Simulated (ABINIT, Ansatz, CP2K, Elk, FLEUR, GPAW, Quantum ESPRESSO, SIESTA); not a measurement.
**One structure in several programs: CaF2 (Fm-3m, 3 atoms in the cell)**

Self-consistent single point, at a second geometry (lattice scaled by 0.98). First geometry:

```xyz
3
Lattice="0.0000 2.7652 2.7652 2.7652 0.0000 2.7652 2.7652 2.7652 0.0000" Properties=species:S:1:pos:R:3 pbc="T T T"
Ca     0.0000     0.0000     0.0000
F      1.3826     1.3826     1.3826
F      4.1478     4.1478     4.1478
```

Shared settings, as Ansatz (a program for electronic structure) writes them: kpoints.mp_grid.grid = 8 8 8; scf.occupations.method = fermi_dirac; scf.occupations.width = 0.01 eV. Potentials and cutoffs stand in the table.

| code | model | ΔF from the first geometry (meV/atom) | pressure (GPa) | gap on the mesh (eV) | cutoff |
|---|---|---|---|---|---|
| GPAW | PBE, GPAW PAW datasets PBE (gpaw-data 1.0.1) | 10.4 | – | 7.423 | 900 eV |
| FLEUR | PBE, all-electron FLAPW (FLEUR), scalar-relativistic valence | 10.7 | – | 7.617 | Kmax 4 1/bohr |
| ABINIT | PBE, norm-conserving pseudopotentials (PseudoDojo nc-sr-05 PBE standard) | 6.9 | 4.00 | 7.473 | 1143 eV |
| SIESTA | GGA PBE, numerical atomic orbitals DZP, PseudoDojo PBE standard norm-conserving potentials (rewritten from UPF to PSML) | 14.7 | 6.21 | 6.934 | grid 400 Ry |
| CP2K | PBE, GPW, DZVP-MOLOPT-SR-GTH basis, GTH-PBE potentials (GTH_POTENTIALS) | 17.2 | 6.23 | 7.466 | grid 550 Ry |
| Ansatz | PBE, default PAW files | 8.5 | 3.75 | 7.441 | default |
| Quantum ESPRESSO | PBE, PSlibrary ultrasoft (PBE) pseudopotentials | 8.6 | 3.80 | 7.433 | 55 Ry |
| Elk | PBE, all-electron FP-LAPW, Elk's shipped species files, APW+lo basis with extra local orbitals | 9.5 | – | 7.457 | rgkmax 7.5 |

For Ansatz (by 0.6 GPa) and Quantum ESPRESSO (by 0.5 GPa) the energy change implies a higher mean pressure, against the two pressures, than for the other programs: a sign of finite-basis (Pulay) stress.

A dash marks a value that a program does not give, or that is left out as unsure.

Gaps are read on the mesh.

The spread over the programs that give each value: ΔF from the first geometry within 10.3 meV/atom; pressure within 2.48 GPa; gap on the mesh within 0.683 eV.

SIESTA and CP2K use small atom-centred bases, whose incompleteness enters pressures, forces and empty levels differently from a plane-wave cutoff. FLEUR and Elk treat all electrons, but the usual bases taken here (sphere radii, linearisation, local orbitals, empty states) were not tested for convergence, so the values are no reference for the others. Ansatz's pressure is given at a fixed set of plane waves, as the other plane-wave codes print theirs; with its correction for the finite basis it is 4.34 GPa (the shift of 0.59 GPa shows how far the cutoff is from converged). The pressure of GPAW is left out: its cutoff lies under the one at which its stress was checked. In the pressure, SIESTA (by 2.41) and CP2K (by 2.43) lie more than 1 GPa from the median of the plane-wave programs. In the gap, FLEUR (by 0.180) and SIESTA (by 0.502) lie more than 0.12 eV from the median of the plane-wave programs.

The starting cell has typed, rounded lattice constants, without a prior relaxation at this level. Its lattice was rescaled by a random factor within 2.5 % of one. For this run, on top of that: lattice scaled by 0.98.

Keys are those of Ansatz 0.2.
